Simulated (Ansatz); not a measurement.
## Rb: which structure is lowest?

Level of theory: Ansatz, DFT, revPBE, plane waves (420 eV) with PAW, scalar-relativistic. (PAW data from PBE, frozen cores regenerated.)

Each structure is relaxed within its own symmetry, so a high-lying one may be dynamically unstable.

```tsv
structure	ΔE (meV/atom)	V (Å³/atom)	cell	magnetic state
hcp	-1	99.51	a = 5.185 Å, c = 8.550 Å (c/a = 1.649)	spin not included
fcc	-1	99.71	a = 7.361 Å	spin not included
dhcp	-1	99.49	a = 5.183 Å, c = 17.108 Å (c/a = 3.301)	spin not included
bcc	0	99.42	a = 5.837 Å	spin not included
A15	8	100.59	a = 9.301 Å	spin not included
omega (AlB2-type)	8	99.91	a = 8.333 Å, c = 4.985 Å (c/a = 0.598)	spin not included
simple cubic	93	107.79	a = 4.759 Å	spin not included
diamond	252	156.55	a = 10.779 Å	spin not included
```

ΔE counts from bcc.

Differences under about 8 meV lie within the error of the k-point mesh.
